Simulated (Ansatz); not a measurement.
Wanted: the native input for an Ansatz 0.2.0 run.

```
Task                : single point
Functional          : PBE
Potentials or basis : Ansatz PAW
Cutoff              : 420 eV (not typed: the program's choice for these potentials)
k mesh              : 8 × 8 × 8
Occupations         : gaussian, width 0.019 eV
Spin                : no spin polarisation
```

CdS:

```
Cd S
1.0
     0.00000    2.75324    2.75324
     2.75324    0.00000    2.75324
     2.75324    2.75324    0.00000
Cd S
1 1
Direct
  0.00000 0.00000 0.00000
  0.50000 0.50000 0.50000
```

Measurements of this composition are mostly on another form, of space group No. 186.

One way to write it, as run:

input.yaml

```yaml
crystal:
  lattice:
    - [0.0, 2.753244, 2.753244]
    - [2.753244, 0.0, 2.753244]
    - [2.753244, 2.753244, 0.0]
  atoms:
    - { symbol: Cd, position: [0.0, 0.0, 0.0] }
    - { symbol: S, position: [0.5, 0.5, 0.5] }
hamiltonian:
  xc: pbe
  pseudopotentials: { kind: paw }
kpoints:
  mp_grid: { grid: [8, 8, 8] }
scf:
  occupations: { method: gaussian, width: 0.019 }
output:
  forces: true
  stress: true
  eigenvalues: true
  write_density: true
  write_potential: true
  elf: true
  volumetric_format: npy
```

Potentials or basis: Ansatz PAW.

Launch:

```sh
$ ansatz run input.yaml --threads 2 --pin off --max-ram 5632MiB --backend cpu --events-out ev --progress --plain --runs-dir out
```

It gave:

| Item | Value |
| --- | --- |
| Pressure | -0.4 GPa |
| Band gap on the k mesh | 0.26 eV, indirect (least direct gap 1.55 eV) |

Wall time 0.8 s on 2 threads of Arm Neoverse V2 (shared host), peak memory 0.29 GiB.
